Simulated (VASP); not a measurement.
# Settings for ZrB₂: self-consistent run

ZrB₂, P1 (no. 1), 3 atoms in the cell. PBE; PAW potentials Zr_sv, B (PBE set). VASP 6.6.1. The atoms are moved at random off their ideal places.

Wanted: energy within 1 meV/atom; forces within 0.005 eV/Å; pressure within 0.1 GPa.

POSCAR:
```
ZrB2
1.0
    3.1700000000      0.0000000000      0.0000000000
   -1.5850000000      2.7453005300      0.0000000000
    0.0000000000      0.0000000000      3.5330000000
Zr B
1 2
Direct
   -0.0040590000     -0.0033320000     -0.0018860000
    0.6678160000      0.3311360000      0.4934690000
    0.3379710000      0.6739930000      0.5009860000
```

## One numerical tag moved

| One numerical tag moved | Energy less reference (meV/atom) | Forces, largest deviation (eV/Å) | Pressure (GPa) | SCF iterations | Time (s) |
|---|---|---|---|---|---|
| default | 0.0 | 0.0000 | 1.01 | 13 | 28 |
| NDAV = 8 | 0.0 | 0.0000 | 1.01 | 13 | 29 |
| EBREAK = 1e-10 | 0.0 | 0.0000 | 1.01 | 13 | 31 |
| LASYNC = T | 0.0 | 0.0000 | 1.01 | 13 | 33 |
| LMAXPAW = -1 | -7.7 | 0.0020 | 0.26 | 13 | 33 |
| EBREAK = 0.0001 | 0.0 | 0.0000 | 1.00 | 18 | 39 |
| LDIAG = F | 0.0 | 0.0000 | 1.01 | 13 | 38 |
| LMAXPAW = 0 | 0.1 | 0.0014 | 1.01 | 13 | 33 |
| WEIMIN = 0.0 | 0.0 | 0.0000 | 1.01 | 13 | 33 |

## Question

For each series: keep the first row unless others stay within half of the tolerance and take at least 30 % less time, and then take the fastest.

## Answer

- one numerical tag moved: default

## The input

INCAR:
```
PREC = Accurate ; ENCUT = 520
EDIFF = 1E-7 ; ISMEAR = 0
SIGMA = 0.02 ; LREAL = False
LASPH = True ; ALGO = Normal
NELM = 100 ; ISIF = 2
LWAVE = False ; LCHARG = False
```

KPOINTS:
```
k-points
0
Gamma
  8 8 6
```

Commands:
```
cat potpaw_PBE.64/Zr_sv/POTCAR potpaw_PBE.64/B/POTCAR > POTCAR
mpirun -np 1 vasp_std > vasp.out
```

The chosen input took VASP 6.6.1 28 s on 1 core (AMD EPYC 9R45 (Zen 5)), a shared host.

## An input that fails: LMAXPAW = -1 without LASPH

It runs to its end, but against the unchanged starting input it is off by 7.7 meV/atom in the energy, 0.0020 eV/Å in the forces, 0.74 GPa in the pressure.

Changes against the starting input:
```
- LASPH = True
+ LASPH = False
+ LMAXPAW = -1
```
